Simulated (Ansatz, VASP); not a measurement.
## Sb: VASP beside Ansatz

Contents of INCAR:

```
ALGO = Normal ; EDIFF = 1E-7
ENCUT = 520 ; GGA = PS
GGA_COMPAT = False ; ISIF = 2
ISMEAR = -1 ; LASPH = True
LCHARG = True ; LORBIT = 11
LORBMOM = True ; LREAL = False
LSORBIT = True ; LVHAR = True
LWAVE = False ; MAGMOM = 0 0 0
NBANDS = 16 ; NELM = 150
PREC = Accurate ; SIGMA = 0.05
```

KPOINTS

```
k-points
0
Gamma
  7 7 7
```

The input POSCAR:

```
Sb
1.0
    0.0000000000      2.3712425216      2.3712425216
    2.3712425216      0.0000000000      2.3712425216
    2.3712425216      2.3712425216      0.0000000000
Sb
1
Direct
    0.0000000000      0.0000000000      0.0000000000
```

The input input.yaml:

```yaml
crystal:
  lattice:
    - [0.0, 2.3712425216, 2.3712425216]
    - [2.3712425216, 0.0, 2.3712425216]
    - [2.3712425216, 2.3712425216, 0.0]
  atoms:
    - { symbol: Sb, position: [0.0, 0.0, 0.0] }
hamiltonian:
  xc: pbesol
  pseudopotentials: { kind: paw_fr }
magnetization:
  noncollinear: true
  spin_orbit: true
kpoints:
  mp_grid: { grid: [7, 7, 7] }
  band_path:
    path:
      - [[0.0, 0.0, 0.0], [0.5, 0.0, 0.5], [0.5, 0.25, 0.75], [0.375, 0.375, 0.75], [0.0, 0.0, 0.0], [0.5, 0.5, 0.5], [0.625, 0.25, 0.625], [0.5, 0.25, 0.75], [0.5, 0.5, 0.5], [0.375, 0.375, 0.75]]
      - [[0.625, 0.25, 0.625], [0.5, 0.0, 0.5]]
    npoints: 14
scf:
  occupations: { method: fermi_dirac, width: 0.05 }
  n_extra_bands: 6
output:
  forces: true
  stress: true
  eigenvalues: true
  fatbands: true
  write_density: true
  write_potential: true
  elf: true
  volumetric_format: npy
```

This isn't the form of Sb at room conditions, which is rhombohedral.

Alike in both runs: functional PBEsol; k mesh 7 × 7 × 7; occupations fermi-dirac, width 0.05 eV; non-collinear spin, spin-orbit coupling.

|  | VASP | Ansatz |
| --- | --- | --- |
| version | VASP 6.6.1 | Ansatz 0.2.0 |
| potentials or method | VASP PAW PBE potentials, release 64 (Sb) | Ansatz PAW |
| plane-wave cutoff (eV) | 520 | 420 |
| valence electrons in the cell | 5 | 15 |
| task | single point | band structure |

```csv
,VASP,Ansatz,Ansatz less VASP
gap on the k mesh at the Fermi level (eV),none,none,-
pressure (GPa),-1.4,-1.4,+0.07
net moment per atom (μB),0.00,0.00,0.000
```

A gap of «none» marks a metal or a gap that the smearing closes. The functional is the same, so the differences come from potentials, cutoffs and numerics. The two sets of potentials don't hold the same shells in valence.

Caveats: the PAW data sets were made with another functional, which shifts forces and pressure a little (VASP); the PAW data sets come from PBE, with cores solved anew for the run's functional, which leaves a small shift of forces and pressure (Ansatz).
